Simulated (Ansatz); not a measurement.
**BaTiO$_{3}$: symmetry broken, then relaxed**

All numbers below come from Ansatz 0.2.0, DFT PBE, scalar-relativistic, plane waves, PAW. Cutoff 420 eV, Γ-centred 6×6×6 k-points, Gaussian smearing of 0.05 eV. No spin polarisation. Energies are free energies at this smearing, counted from the undisturbed cell; pressure is positive in compression.

Reference structure (relaxed at this level; it needn't be the usual structure):

```
CELL_PARAMETERS angstrom
4.01925 0.00000 0.00000
0.00000 4.01925 0.00000
0.00000 0.00000 4.01925
ATOMIC_POSITIONS crystal
Ba 0.50000 0.50000 0.50000
Ti 0.00000 0.00000 0.00000
O 0.50000 0.00000 0.00000
O 0.00000 0.50000 0.00000
O 0.00000 0.00000 0.50000
```

The atoms are displaced (Å, in the unstrained cell):

```csv
atom,ux,uy,uz
Ba1,0.036,-0.151,-0.041
Ti2,-0.143,0.602,0.163
O3,0.036,-0.151,-0.041
O4,0.036,-0.151,-0.041
O5,0.036,-0.151,-0.041
```

Cell and atoms are then relaxed.

Q: Does the relaxation return to the undisturbed structure?

A: No. It ends 13.4 meV/atom below it. The disturbance itself cost 1729.1 meV/atom. The final space group reads R3m (tolerance 0.05 Å) and the volume changes by 3.06 %.

Final structure:

```yaml
crystal:
  lattice:
    - [4.05939, -0.01056, -0.01055]
    - [-0.01056, 4.06032, 0.01061]
    - [-0.01055, 0.01061, 4.05984]
  atoms:
    - { symbol: Ba, position: [0.49073, 0.50935, 0.50930] }
    - { symbol: Ti, position: [0.97661, 0.02355, 0.02343] }
    - { symbol: O, position: [0.51796, 0.99259, 0.99260] }
    - { symbol: O, position: [0.00731, 0.48192, 0.99268] }
    - { symbol: O, position: [0.00739, 0.99259, 0.48199] }
```

The relaxation, step by step (energy from the first step; small jumps at an unchanged geometry come where the plane waves are selected anew for the new cell):

| step | ΔE (meV/atom) | largest force component (eV/Å) | pressure (GPa) |
| --- | --- | --- | --- |
| 1 | 0.0 | 45.219 | 51.29 |
| 2 | -1245.5 | 17.445 | 16.71 |
| 3 | -1648.1 | 5.177 | 0.10 |
| 4 | -1711.5 | 1.255 | -1.94 |
| 5 | -1733.0 | 0.249 | 3.85 |
| 6 | -1738.1 | 0.264 | 0.04 |
| 7 | -1740.7 | 0.063 | 0.39 |
| 8 | -1740.9 | 0.003 | 0.00 |
| 9 | -1742.4 | 0.003 | 0.20 |
| 10 | -1742.3 | 0.002 | 0.01 |
| 11 | -1742.4 | 0.002 | 0.01 |

Symmetry holds off the tilts and polar distortions that many cubic perovskites undergo.